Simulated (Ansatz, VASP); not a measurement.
# C: VASP beside Ansatz

```
C
1.0
     1.22958   -2.12919    0.00000
     1.22958    2.12919    0.00000
     0.00000    0.00000    7.32323
C
4
Direct
  0.08332 0.91668 0.75000
  0.58332 0.41668 0.25000
  0.91668 0.08332 0.25000
  0.41668 0.58332 0.75000
```

Alike in both runs: functional PBEsol; k mesh 18 × 18 × 6; occupations gaussian, width 0.1 eV; no spin polarisation.

Ansatz relaxed the structure, and its values are those at the end. VASP's run is a single point on that final structure, the one shown.

```csv
,VASP,Ansatz
version,VASP 6.6.1,Ansatz 0.2.0
potentials or method,"VASP PAW PBE potentials, release 64 (C)","scalar-relativistic, plane waves, PAW"
plane-wave cutoff (eV),520,420
valence electrons in the cell,16,16
```

|  | VASP | Ansatz | Ansatz less VASP |
| --- | --- | --- | --- |
| gap on the k mesh at the Fermi level (eV) | none | none | - |
| pressure (GPa) | 0.6 | 0.0 | -0.62 |

A gap of «none» marks a metal or a gap that the smearing closes. The functional is the same, so the differences come from potentials, cutoffs and numerics.

Caveats: the PAW data sets were made with another functional, which shifts forces and pressure a little (VASP); this functional lacks dispersion, which binds the layers, so the pressure and a relaxed spacing across them are unreliable.
